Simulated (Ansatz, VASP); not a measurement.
Given: the input of a run of VASP 6.6.1 on Sn.

The input INCAR:

```
SYSTEM = Sn
PREC = Accurate
ENCUT = 520
EDIFF = 1E-6
ISMEAR = -1
SIGMA = 0.05
LREAL = .False.
LASPH = .True.
NELM = 60
ALGO = Normal
ISIF = 2
LWAVE = .False.
LCHARG = .False.
GGA = PE
NBANDS = 21
```

File KPOINTS:

```
regular mesh
0
Gamma
  7 7 7
  0 0 0
```

The input POSCAR:

```
Sn
1.0
    0.0000000000      3.1673376916      3.1673376916
    3.1673376916      0.0000000000      3.1673376916
    3.1673376916      3.1673376916      0.0000000000
Sn
2
Direct
    0.7500000000      0.7500000000      0.7500000000
    0.5000000000      0.5000000000      0.5000000000
```

Potentials or basis: VASP PAW PBE potentials, release 64 (Sn_d).

Launch:

```bash
$ cat potpaw_PBE.64/Sn_d/POTCAR > POTCAR
$ mpirun -np 1 vasp_std > vasp.out
```

Task: Set up the same calculation for Ansatz 0.2.0. Potentials there: all-electron LAPW, scalar-relativistic.

Result: As run (the cutoff follows the program's own potentials):

The input input.yaml:

```yaml
crystal:
  lattice:
    - [0.0, 3.1673376916, 3.1673376916]
    - [3.1673376916, 0.0, 3.1673376916]
    - [3.1673376916, 3.1673376916, 0.0]
  atoms:
    - { symbol: Sn, position: [0.75, 0.75, 0.75] }
    - { symbol: Sn, position: [0.5, 0.5, 0.5] }
kpoints:
  mp_grid: { grid: [7, 7, 7] }
scf:
  occupations: { method: fermi_dirac, width: 0.05 }
hamiltonian:
  xc: pbe
  pseudopotentials: { kind: all_electron, lapw: { basis_error: 0.0005 } }
output:
  forces: true
  stress: true
  eigenvalues: true
```

Potentials or basis: all-electron LAPW, scalar-relativistic.

Run with:

```console
$ ansatz run input.yaml --threads 1 --pin off --max-ram 2560MiB --backend cpu --events-out ev --progress --plain --runs-dir out
```

Both were run:

|  | VASP | Ansatz | Ansatz less VASP |
| --- | --- | --- | --- |
| gap on the k mesh at the Fermi level (eV) | none | none | - |
| pressure (GPa) | 7.6 | 7.6 | +0.06 |

A gap of «none» marks a metal or a gap that the smearing closes. Ansatz ran all-electron here, so the differences hold the error of VASP's frozen core and of both bases.
